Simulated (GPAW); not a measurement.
# InAs (F-43m) in GPAW: further runs, part 2 of 2

GPAW 26.7.0. The steps go on from the part before.

### 4 Band structure, LDA

File run.py:

```python
from ase.dft.bandgap import bandgap
from ase.io import read, write
from ase.units import GPa
from gpaw import GPAW, PW

atoms = read('POSCAR')

calc = GPAW(mode=PW(600),
            xc='LDA',
            kpts={'size': (8, 8, 8), 'gamma': True},
            occupations={'name': 'fermi-dirac', 'width': 0.05},
            nbands=18,
            convergence={'density': 1e-05, 'energy': 1e-05},
            maxiter=150,
            txt='gpaw.txt')
atoms.calc = calc
energy = atoms.get_potential_energy()
forces = atoms.get_forces()
stress = atoms.get_stress()
calc.write('gs.gpw')
write('result.traj', atoms)
print(f'Energy: {energy:.6f} eV')
print('Forces (eV/A):')
print(forces.round(4))
print('Stress (GPa):', (stress / GPa).round(3))
print('Fermi level:', round(calc.get_fermi_level(), 4), 'eV')
print(f'Gap: {bandgap(calc)[0]:.4f} eV, direct: {bandgap(calc, direct=True)[0]:.4f} eV')

path = atoms.cell.bandpath('GXWKGLUWLK,UX', npoints=80, eps=1e-4)
bs_calc = calc.fixed_density(kpts=path, symmetry='off', nbands=30,
                             convergence={'bands': 'CBM+6.0', 'eigenstates': 1e-6}, txt='bands.txt')
bs = bs_calc.band_structure()
bs.write('bs.json')
print(f'Gap on the path: {bandgap(bs_calc)[0]:.4f} eV')
```

File POSCAR:

```
InAs
1.0
    0.0000000000      3.0180000000      3.0180000000
    3.0180000000      0.0000000000      3.0180000000
    3.0180000000      3.0180000000      0.0000000000
In As
1 1
Direct
    0.0000000000      0.0000000000      0.0000000000
    0.7500000000      0.7500000000      0.7500000000
```

Potentials or basis: the program's PAW data sets (release 1.2.1) made for this functional, pw.

Launch:

```
$ OMP_NUM_THREADS=1 python run.py
```

gpaw.txt:

```text
__  _  _
 | _ |_)|_||  |
 |__||  | ||/\| - 26.7.0

Input parameters:
  mode=PW(ecut=600.0),
  convergence={'density': 1e-05, 'energy': 1e-05},
  kpts=MonkhorstPack(size=(8, 8, 8), gamma=True),
  maxiter=150,
  nbands=18,
  occupations=Occupations(name='fermi-dirac', width=0.05),
  xc=XC(name='LDA')

Diagonalizing LCAO Hamiltonian
Converting LCAO to pw mode

                     As

       In

Atoms  # Å, Bohr magnetons
|   | symbol |        x |        y |        z |    initial magnetic moments |
|---|--------|----------|----------|----------|-----------------------------|
| 0 |     In | 0.000000 | 0.000000 | 0.000000 | ( 0.0000,  0.0000,  0.0000) |
| 1 |     As | 4.527000 | 4.527000 | 4.527000 | ( 0.0000,  0.0000,  0.0000) |

Unit cell  # Å
| periodic |        x |        y |        z |  lengths |    angles |
|----------|----------|----------|----------|----------|-----------|
|      yes | 0.000000 | 3.018000 | 3.018000 | 4.268097 | 60.000000 |
|      yes | 3.018000 | 0.000000 | 3.018000 | 4.268097 | 60.000000 |
|      yes | 3.018000 | 3.018000 | 0.000000 | 4.268097 | 60.000000 |

Number of symmetries: 24
Symmetry operations  # r_c * U_cc + t_c -> r_c
|    | kind |            matrix            |
|----|------|------------------------------|
|  0 |  E   |  1, 0, 0,  0, 1, 0,  0, 0, 1 |
|  1 |  σ   |  1, 0, 0,  0, 0, 1,  0, 1, 0 |
|  2 |  σ   |  1, 0,-1,  0, 1,-1,  0, 0,-1 |
|  3 |  C3  |  1, 0,-1,  0, 0,-1,  0, 1,-1 |
|  4 |  C3  |  1,-1, 0,  0,-1, 1,  0,-1, 0 |
|  5 |  σ   |  1,-1, 0,  0,-1, 0,  0,-1, 1 |
|  6 |  σ   |  0, 1, 0,  1, 0, 0,  0, 0, 1 |
|  7 |  C3  |  0, 1, 0,  0, 0, 1,  1, 0, 0 |
|  8 |  C2  |  0, 1,-1,  1, 0,-1,  0, 0,-1 |
|  9 |  S4  |  0, 1,-1,  0, 0,-1,  1, 0,-1 |
| 10 |  C3  |  0, 0, 1,  1, 0, 0,  0, 1, 0 |
| 11 |  σ   |  0, 0, 1,  0, 1, 0,  1, 0, 0 |
| 12 |  S4  |  0, 0,-1,  1, 0,-1,  0, 1,-1 |
| 13 |  C3  |  0, 0,-1,  0, 1,-1,  1, 0,-1 |
| 14 |  S4  |  0,-1, 1,  1,-1, 0,  0,-1, 0 |
| 15 |  C2  |  0,-1, 1,  0,-1, 0,  1,-1, 0 |
| 16 |  C3  |  0,-1, 0,  1,-1, 0,  0,-1, 1 |
| 17 |  S4  |  0,-1, 0,  0,-1, 1,  1,-1, 0 |
| 18 |  S4  | -1, 1, 0, -1, 0, 1, -1, 0, 0 |
| 19 |  C3  | -1, 1, 0, -1, 0, 0, -1, 0, 1 |
| 20 |  C3  | -1, 0, 1, -1, 1, 0, -1, 0, 0 |
| 21 |  S4  | -1, 0, 1, -1, 0, 0, -1, 1, 0 |
| 22 |  σ   | -1, 0, 0, -1, 1, 0, -1, 0, 1 |
| 23 |  C2  | -1, 0, 0, -1, 0, 1, -1, 1, 0 |

BZ-sampling:
  Number of BZ points: 512
  Number of IBZ points: 29

  Monkhorst-Pack size: [8, 8, 8]
  Monkhorst-Pack shift: [0.0625, 0.0625, 0.0625]

K-points  # in reciprocal-cell coordinates
|     |                                coordinates |     weight |
|-----|--------------------------------------------|------------|
|   0 | (  0.00000000,   0.00000000,   0.00000000) | 0.00195312 |
|   1 | (  0.12500000,   0.12500000,   0.00000000) | 0.01171875 |
|   2 | (  0.12500000,   0.12500000,   0.12500000) | 0.01562500 |
|   3 | (  0.25000000,   0.12500000,   0.12500000) | 0.02343750 |
|   4 | (  0.25000000,   0.25000000,   0.00000000) | 0.01171875 |
|   5 | (  0.25000000,   0.25000000,   0.12500000) | 0.04687500 |
|   6 | (  0.25000000,   0.25000000,   0.25000000) | 0.01562500 |
|   7 | (  0.37500000,   0.25000000,  -0.37500000) | 0.04687500 |
|   8 | (  0.37500000,   0.25000000,   0.12500000) | 0.04687500 |
|   9 | (  0.37500000,   0.25000000,   0.25000000) | 0.04687500 |
| ... |                                            |            |
|  28 | (  0.50000000,   0.50000000,   0.50000000) | 0.00781250 |

Plane wave coefficients: 1856
Cutoff: 600.0 eV

Spin-components: 1 (collinear spins)
Bands:           18
Projectors:      11
Spin-degeneracy: 2
Datatype:        complex128

Parallelization:
  kpt:    1
  domain: 1
  band:   1

Density:
  Valence electrons: 18.0
  Components: 1
  Grid points: [25 25 25]
  Charge: 0.0  # |e|

Potential:
  Grid points: [25 25 25]

species:
  In:
    name:    Indium
    Z:       49.0
    valence: 13
    core:    36
    charge:  0.0  # [|e|]
    compensation charges:
      type: gauss
      rc: 0.36  # [Å]
      lmax: 2
    cutoffs:
      filter: 2.09  # [Å]
      core: 2.48  # [Å]
    projectors
    | kind |    occ | energy [eV] | rcut [Å] |
    |------|--------|-------------|----------|
    |   5s |  2.000 |      -8.474 |    1.185 |
    |   5p |  1.000 |      -2.700 |    1.244 |
    |   4d | 10.000 |     -18.723 |    1.148 |
    |    s |        |      18.738 |    1.185 |
    |    p |        |      24.512 |    1.244 |
    |    d |        |       8.489 |    1.148 |

    Using partial waves for In as LCAO basis

  As:
    name:    Arsenic
    Z:       33.0
    valence: 5
    core:    28
    charge:  0.0  # [|e|]
    compensation charges:
      type: gauss
      rc: 0.33  # [Å]
      lmax: 2
    cutoffs:
      filter: 1.87  # [Å]
      core: 2.96  # [Å]
    projectors
    | kind |    occ | energy [eV] | rcut [Å] |
    |------|--------|-------------|----------|
    |   4s |  2.000 |     -14.691 |    1.058 |
    |   4p |  3.000 |      -5.342 |    1.058 |
    |    s |        |      12.520 |    1.058 |
    |    p |        |      21.869 |    1.058 |
    |    d |        |       0.000 |    1.058 |

    Using partial waves for As as LCAO basis

Reference energy: -221254.198245  # eV

eigensolver:
  PPCG
  Converge bands: occupied
  niter=2

density mixing:
  MSR1-Mixer
  Pratt-step length: 0.05
  Maximum mixing coefficient: 0.75
  Old densities: 10
  SVD Regularization: 0.005
  Good broyden scale: 1.0
  Trust region scale: 1.0
  Backstep threshold: 4.0
  History deletion threshold: 6.0
  Fourier metric: weight=20.0, sigma=0.015

occupation numbers:
  Fermi-Dirac:
    width: 0.0500  # eV

poisson solver:
  ecut: 4800.0  # eV

xc functional:
  name: None

convergence criteria:
- Maximum integral of absolute [dens]ity change: 1e-05 electrons / valence electron
- Maximum [total energy] change in last 3 cyles: 1e-05 eV / valence electron
- Maximum integral of absolute [eigenst]ate change: 4e-08 eV^2 / valence electron
maximum number of iterations: 150

SCF iterations
|iter     | |      energy | eigst |  dens |
|---------|-|-------------|-------|-------|
|iter:   1| |   -9.528246 | -0.30 |       |
|iter:   2| |   -9.480616 | -2.36 | -1.19 |
|iter:   3| |   -9.279262 | -2.01 | -1.23 |
|iter:   4| |   -9.275740 | -3.51 | -1.83 |
|iter:   5| |   -9.275334 | -4.26 | -2.39 |
|iter:   6| |   -9.275345 | -5.84 | -3.17 |
|iter:   7| |   -9.275347c| -6.83 | -3.66 |
|iter:   8| |   -9.275347c| -7.55c| -4.73 |
|iter:   9| |   -9.275347c| -8.39c| -5.34c|

Converged in 9 steps
Energy contributions relative to reference atoms: (reference = -221254.198245)

Energy contributions:
  Kinetic:          23.636068
  Coulomb:         -21.853686
  Zero:              0.117567
  External:          0.000000
  Xc:              -11.175032
  Entropy:          -0.000528
  Spinorbit:         0.000000
  ----------------------------
  Free energy:      -9.275610
  Extrapolated:     -9.275347

dipole moment: (-17.262677, -17.262677, -17.262677)  # |e|*Ang

Fermi level: 4.644
Eigenvalues  # (at kpt = [0.000, 0.000, 0.000])
| band index |      eig [eV] | occ [0-2] |
|------------|---------------|-----------|
|          0 |        -9.663 |     2.000 |
|        ... |               |           |
|          2 |        -9.663 |     2.000 |
|          3 |        -9.530 |     2.000 |
|          4 |        -9.530 |     2.000 |
|          5 |        -7.373 |     2.000 |
|          6 |         4.194 |     2.000 |
|          7 |         4.598 |     1.432 |
[... 8 lines left out ...]
|         16 |        14.975 |     0.000 |
|         17 |        14.975 |     0.000 |

No gap
No difference between direct/indirect transitions

Forces  # eV/Ang
|        x |        y |        z |
|----------|----------|----------|
|  0.00000 | -0.00000 | -0.00000 |  # In   0
| -0.00000 |  0.00000 | -0.00000 |  # As   1

Stress tensor  # eV/Ang^3
|         x |         y |         z |
|-----------|-----------|-----------|
|  0.003197 | -0.000000 | -0.000000 |
| -0.000000 |  0.003197 |  0.000000 |
| -0.000000 |  0.000000 |  0.003197 |

# Writing to gs.gpw (mode='')
```

Wall time 48 s (1 thread of Arm Neoverse V1, shared host); peak memory 0.29 GiB.

What came out:

| Item | Value |
| --- | --- |
| Free energy | -9.2756 eV |
| Pressure | -0.5 GPa |
| Band gap along the path | none (metal or under the smearing width) |

Levels at the corners of the path, in eV from the Fermi level:
```tsv
point	band 6	band 7	band 8	band 9	band 10	band 11	band 12	band 13
Γ	-12.02	-0.45	-0.05	-0.05	-0.05	3.77	3.77	3.77
X	-9.96	-6.00	-2.42	-2.42	1.37	1.91	8.99	9.12
W	-9.91	-5.86	-3.06	-2.99	4.10	4.17	4.83	5.93
K	-9.98	-5.87	-3.39	-2.04	1.95	4.14	7.14	7.31
Γ	-12.02	-0.45	-0.05	-0.05	-0.05	3.77	3.77	3.77
L	-10.51	-5.92	-1.06	-1.06	0.75	4.57	4.57	6.66
U	-9.98	-5.87	-3.39	-2.04	1.95	4.14	7.14	7.31
W	-9.91	-5.86	-3.06	-2.99	4.10	4.17	4.83	5.93
L	-10.51	-5.92	-1.06	-1.06	0.75	4.57	4.57	6.66
K	-9.98	-5.87	-3.39	-2.04	1.95	4.14	7.14	7.31
U	-9.98	-5.87	-3.39	-2.04	1.95	4.14	7.14	7.31
X	-9.96	-6.00	-2.42	-2.42	1.37	1.91	8.99	9.12
```

Caveat: spin-orbit coupling is left out, which moves the levels of the heavy elements; this crystal is a semiconductor, whose small gap the functional closes, so the metal is an error of the method.

### 5 The runs side by side

| level | potentials or basis | spin | k mesh | spin axis theta (degrees) | spin axis phi (degrees) | soc after scf | pressure (GPa) |
| --- | --- | --- | --- | --- | --- | --- | --- |
| PBE | GPAW PAW data sets (gpaw-data 1.2.1), pw | off | 8 × 8 × 8 | - | - | - | 4.0 |
| PBE | GPAW PAW data sets (gpaw-data 1.2.1), pw | SOC, no magnetisation | 6 × 6 × 6 | 0 | 0 | second variation | 4.1 |
| LDA | the program's PAW data sets (release 1.2.1) made for this functional, pw | off | 8 × 8 × 8 | - | - | - | -0.5 |

Alike in all rows: task band structure; cell as given; cutoff (eV) 600; smearing fermi-dirac 0.05 eV.

Caveats: this crystal is a semiconductor, whose small gap the functional closes, so the metal is an error of the method; spin-orbit coupling is left out, which moves the levels of the heavy elements (some runs); spin-orbit coupling was added after a scalar SCF, so levels and gaps hold it while energy, forces, pressure and moments don't (some runs); this program's spin-orbit splittings come out too wide for heavy elements (some runs).

Absolute energies hang on the potentials; compare differences alone.

### 6 Against experiment

Step 2. A measured gap of InAs is 0.418 eV (direct; 4.2 K; a printed reference work, data compilation); the calculated 0.00 eV misses it by -0.42 eV. Spin-orbit coupling on As, In is left out. The value is that of PBE, without temperature or zero-point motion. Semilocal functionals fall short of measured gaps as a rule.

Step 3. Measured gap of InAs: 0.418 eV (direct; 4.2 K; a printed reference work, data compilation). This calculation gives 0.00 eV (-0.42 eV). The value is that of PBE, without temperature or zero-point motion. Semilocal functionals fall short of measured gaps as a rule.

Step 4. A measured gap of InAs is 0.418 eV (direct; 4.2 K; a printed reference work, data compilation); the calculated 0.00 eV misses it by -0.42 eV. Spin-orbit coupling on As, In is left out. The value is that of LDA, without temperature or zero-point motion. Semilocal functionals fall short of measured gaps as a rule.
